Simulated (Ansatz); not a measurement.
## How far is PAW off for CsBr?

```yaml
crystal:
  lattice:
    - [4.28600, 0.00000, 0.00000]
    - [0.00000, 4.28600, 0.00000]
    - [0.00000, 0.00000, 4.28600]
  atoms:
    - { symbol: Cs, position: [0.00000, 0.00000, 0.00000] }
    - { symbol: Br, position: [0.50000, 0.50000, 0.50000] }
```

Atoms are numbered in the order listed.

The geometry is COD entry 9008788, unchecked; take it as a test cell. It is an old determination, and later ones may differ.

No spin–orbit coupling, which matters for the heavy atoms here.

Methods: DFT, LDA, PAW with Ansatz's default frozen-core files, scalar-relativistic (Ansatz 0.2.0); DFT, LDA, all-electron LAPW, scalar-relativistic (Ansatz 0.2.0).

For PAW: a Γ-centred 6×6×6 k mesh, Fermi–Dirac smearing of 0.02 eV, cutoff 420 eV, no spin polarisation; the PAW files were made with PBE, and the program remakes their frozen cores for this functional. LAPW targets a basis error of 0.25 meV/atom. The Ansatz runs share mesh, smearing and spin set-up. Plane-wave (PAW) pressures include the program's estimate of the Pulay term.

Stress and pressure are positive in compression.

Levels count from the top of the valence band.

```
                      quantity     PAW    LAPW
                pressure (GPa)   -1.68   -1.68
                 band gap (eV)   4.134   4.135
highest filled level at Γ (eV)   0.000   0.000
  lowest empty level at Γ (eV)   4.134   4.135
highest filled level at X (eV)  -0.219  -0.219
  lowest empty level at X (eV)   5.721   5.722
highest filled level at M (eV)  -0.006  -0.006
  lowest empty level at M (eV)   5.002   5.002
```

PAW's pressure differs from the LAPW value by about 0.01 GPa or less.
